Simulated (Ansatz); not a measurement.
Input and command of a calculation in Ansatz (plane waves; scalar-relativistic PAW potentials unless the input names others):

```yaml
crystal:
  lattice:
    - [-5.1540864066, 0.0, 0.0]
    - [0.0, -3.3754900003, 0.0]
    - [0.0, 0.0, 13.2394279321]
  atoms:
    - { symbol: Si, position: [0.6787529608, 0.25, 0.4601565146] }
    - { symbol: Si, position: [0.6787529608, 0.25, 0.0356884791] }
    - { symbol: Si, position: [0.8212470392, 0.75, 0.6723905324] }
    - { symbol: Si, position: [0.8212470392, 0.75, 0.2479224969] }
    - { symbol: Si, position: [0.1787529608, 0.25, 0.6010135742] }
    - { symbol: Si, position: [0.1787529608, 0.25, 0.1765455387] }
    - { symbol: Si, position: [0.3212470392, 0.75, 0.813247592] }
    - { symbol: Si, position: [0.3212470392, 0.75, 0.3887795564] }
    - { symbol: Ni, position: [0.9917824239, 0.75, 0.504474714] }
    - { symbol: Ni, position: [0.9917824239, 0.75, 0.0800066784] }
    - { symbol: Ni, position: [0.5082175761, 0.25, 0.7167087317] }
    - { symbol: Ni, position: [0.5082175761, 0.25, 0.2922406962] }
    - { symbol: Ni, position: [0.4917824239, 0.75, 0.5566953749] }
    - { symbol: Ni, position: [0.4917824239, 0.75, 0.1322273393] }
    - { symbol: Ni, position: [0.0082175761, 0.25, 0.7689293927] }
    - { symbol: Ni, position: [0.0082175761, 0.25, 0.3444613571] }
basis:
  ecutwfc: 420
kpoints:
  mp_grid: { grid: [8, 11, 4] }
hamiltonian:
  xc: pbe
scf:
  occupations: { method: gaussian, width: 0.15 }
  mixing_beta: 0.3
  max_iter: 75
output:
  forces: true
  eigenvalues: true
  stress: true
```

```bash
ansatz run input.yaml --threads 2 --pin off --max-ram 5120MiB --backend cpu --events-out ev --progress --plain --runs-dir out
```

Question: What will the program do with this input?

Answer: The program refuses it, because of a keyword of another program (scf.mixing_beta: not typed → 0.3). Without that key it is accepted.

Abridged log:
```
Error: YAML parse error: error: line 31 column 3: unknown field `mixing_beta`, expected one of max_iter, algorithm, n_extra_bands, self_checks, convergence, lower_state_search, omitted_lower_state_checks, lower_solution_reach, mixing, occupations, eigensolver, initial_density, exx
  --> <input>:31:3
   |
29 | scf:
30 |   occupations: { method: gaussian, width: 0.15 }
31 |   mixing_beta: 0.3
   |   ^ unknown field `mixing_beta`, expected one of max_iter, algorithm, n_extra_bands, self_checks, convergence, lower_state_search, omitted_lower_state_checks, lower_solution_reach, mixing, occupations, eigensolver, initial_density, exx
32 |   max_iter: 75
33 | output:
   |
```